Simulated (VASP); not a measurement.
# GaSb (F-43m) in VASP: settings compared, part 2 of 2

VASP 6.6.1. The steps go on from the part before.

## 3. Relaxation of cell and atoms, r2SCAN+rVV10

INCAR

```
SYSTEM = GaSb
ALGO = Normal ; BPARAM = 11.95
CPARAM = 0.0093 ; EDIFF = 1E-7
EDIFFG = -0.005 ; ENCUT = 600
IBRION = 2 ; ISIF = 3
ISMEAR = 0 ; IVDW_NL = 2
LASPH = .True. ; LCHARG = .False.
LMIXTAU = .True. ; LREAL = .False.
LUSE_VDW = .True. ; LWAVE = .False.
METAGGA = R2SCAN ; NELM = 100
NSW = 90 ; PREC = Accurate
SIGMA = 0.1
```

KPOINTS

```
k-points
0
Gamma
  12 12 12
  0 0 0
```

POSCAR

```
GaSb
1.0
    0.0000000000      3.0686043200      3.0686043200
    3.0686043200      0.0000000000      3.0686043200
    3.0686043200      3.0686043200      0.0000000000
Ga Sb
1 1
Direct
    0.0000000000      0.0000000000      0.0000000000
    0.2500000000      0.2500000000      0.2500000000
```

Potentials or basis: VASP PAW PBE potentials, release 64 (Ga_d, Sb).

On the command line:

```console
$ cat potpaw_PBE.64/Ga_d/POTCAR potpaw_PBE.64/Sb/POTCAR > POTCAR
$ mpirun -np 1 vasp_std > vasp.out
```

OUTCAR:

```text
SYSTEM = GaSb
   BPARAM = 11.95
   EDIFF = 1E-7
   EDIFFG = -0.005
   ENCUT = 600
   IBRION = 2
   ISIF = 3
   ISMEAR = 0
   IVDW_NL = 2
   LASPH = .True.
   LREAL = .False.
   METAGGA = R2SCAN
   NELM = 100
   NSW = 90
   PREC = Accurate

 ion  position               nearest neighbor table
   1  0.000  0.000  0.000-   2 2.66   2 2.66   2 2.66   2 2.66
   2  0.250  0.250  0.250-   1 2.66   1 2.66   1 2.66   1 2.66

  LATTYP: Found a face centered cubic cell.
 ALAT       =     6.1372086400

  Lattice vectors:

 A1 = (   0.0000000000,   3.0686043200,   3.0686043200)
 A2 = (   3.0686043200,   0.0000000000,   3.0686043200)
 A3 = (   3.0686043200,   3.0686043200,   0.0000000000)

Analysis of symmetry for initial positions (statically):
=====================================================================
 Subroutine PRICEL returns:
 Original cell was already a primitive cell.

 Routine SETGRP: Setting up the symmetry group for a
 face centered cubic supercell.

 Subroutine GETGRP returns: Found 24 space group operations
 (whereof 24 operations were pure point group operations)
 out of a pool of 48 trial point group operations.

The static configuration has the point symmetry T_d .

Analysis of symmetry for dynamics (positions and initial velocities):
=====================================================================
 Subroutine PRICEL returns:
 Original cell was already a primitive cell.

[... 155 lines left out ...]
  ext. energy  EPLUGINS =         0.00000000
  ---------------------------------------------------
  free energy    TOTEN  =       -36.98397512 eV

  energy without entropy =      -36.98397190  energy(sigma->0) =      -36.98397351

 E-fermi :   4.7789     XC(G=0):  -9.7392

 val. band max:        4.5774507082   @ k =   0.0000   0.0000   0.0000
 cond. band min:       4.9540929508   @ k =   0.0000   0.0000   0.0000
 fundamental gap:      0.3766422426
 Fermi energy:         4.7789081285

 k-point     1 :       0.0000    0.0000    0.0000
  band No.  band energies     occupation
      1     -10.8890      2.00000
      2     -10.8890      2.00000
      3     -10.8890      2.00000
      4     -10.8335      2.00000
      5     -10.8335      2.00000
      6      -7.2951      2.00000
      7       4.5774      1.99562
      8       4.5775      1.99561
      9       4.5775      1.99561
     10       4.9541      0.01323
     11       7.5471      0.00000
     12       7.5472      0.00000
     13       7.5472      0.00000
[... 439 lines left out ...]
--------------------------------------- Ionic step        3  -------------------------------------------

 number of electron      18.0000006 magnetization

 Free energy of the ion-electron system (eV)
  ---------------------------------------------------
  ext. energy  EPLUGINS =         0.00000000
  ---------------------------------------------------
  free energy    TOTEN  =       -36.98565629 eV

  energy without entropy =      -36.98565590  energy(sigma->0) =      -36.98565609

 E-fermi :   4.9611     XC(G=0):  -9.7992

 val. band max:        4.7125216283   @ k =   0.0000   0.0000   0.0000
 cond. band min:       5.1881826896   @ k =   0.0000   0.0000   0.0000
 fundamental gap:      0.4756610613
 Fermi energy:         4.9610836106

 k-point     1 :       0.0000    0.0000    0.0000
  band No.  band energies     occupation
      1     -10.7795      2.00000
      2     -10.7795      2.00000
      3     -10.7795      2.00000
      4     -10.7218      2.00000
      5     -10.7218      2.00000
      6      -7.2546      2.00000
      7       4.7125      1.99956
      8       4.7125      1.99956
      9       4.7125      1.99956
     10       5.1882      0.00132
     11       7.6771      0.00000
     12       7.6772      0.00000
     13       7.6772      0.00000
[... 397 lines left out ...]
  FREE ENERGIE OF THE ION-ELECTRON SYSTEM (eV)
  ---------------------------------------------------
  free  energy   TOTEN  =       -36.9856562890 eV

  energy  without entropy=      -36.9856558976  energy(sigma->0) =      -36.98565609

 reached required accuracy - stopping structural energy minimisation
```

OSZICAR:

```text
N       E                     dE             d eps       ncg     rms          rms(c)
DAV:   1     0.538448949005E+02    0.53845E+02   -0.97488E+03  1877   0.191E+03
DAV:   2    -0.323571472706E+02   -0.86202E+02   -0.83602E+02  2072   0.347E+02
DAV:   3    -0.387088475837E+02   -0.63517E+01   -0.63211E+01  2317   0.786E+01
[... 38 lines left out ...]
DAV:   6    -0.369856452213E+02    0.62595E-05   -0.76350E-06  1937   0.272E-02    0.240E-03
DAV:   7    -0.369856550660E+02   -0.98448E-05   -0.99479E-06  1882   0.318E-02    0.159E-03
DAV:   8    -0.369856555359E+02   -0.46985E-06   -0.71343E-07  1952   0.933E-03    0.805E-04
DAV:   9    -0.369856560343E+02   -0.49836E-06   -0.75562E-08  1356   0.421E-03    0.335E-04
DAV:  10    -0.369856562484E+02   -0.21410E-06   -0.84366E-08  1271   0.438E-03    0.155E-04
DAV:  11    -0.369856562890E+02   -0.40668E-07   -0.71144E-09   936   0.121E-03
   3 F= -.36985656E+02 E0= -.36985656E+02  d E =-.168117E-02
```

Wall time 12 min (1 thread of Intel Xeon Platinum 8375C at 2.90GHz (Ice Lake), shared host); peak memory 0.44 GiB.

What came out:

```
Free energy                            : -36.9857 eV
Relaxed volume                         : 28.52 Å³/atom
Relaxed cell                           : a = 4.321 Å, b = 4.321 Å, c = 4.321 Å, α = 60.00°, β = 60.00°, γ = 60.00°
Space group after relaxing (to 0.05 Å) : F-43m (No. 216)
Energy gained by relaxing              : 0.8 meV/atom
Ionic steps                            : 3
Pressure after relaxing                : 0.0 GPa
Band gap on the k mesh                 : 0.48 eV, direct
```

Step by step:
```tsv
step	energy change (eV)	largest force (eV/Å)	pressure (GPa)	volume (Å³)
1	0.0000	0.0000	-0.70	57.79
2	-0.0014	0.0000	0.32	56.74
3	-0.0017	0.0000	0.02	57.04
```

Final structure:
```cif
data_structure
_symmetry_space_group_name_H-M 'P 1'
_symmetry_Int_Tables_number 1
_cell_length_a 4.3208
_cell_length_b 4.3208
_cell_length_c 4.3208
_cell_angle_alpha 60.000
_cell_angle_beta 60.000
_cell_angle_gamma 60.000
_cell_volume 57.04
loop_
_atom_site_label
_atom_site_type_symbol
_atom_site_fract_x
_atom_site_fract_y
_atom_site_fract_z
_atom_site_occupancy
Ga1 Ga 0.00000 0.00000 0.00000 1
Sb1 Sb 0.25000 0.25000 0.25000 1
```

Caveat: the PAW data sets were made with another functional, which shifts forces and pressure a little; spin-orbit coupling is left out, which moves the levels of the heavy elements.
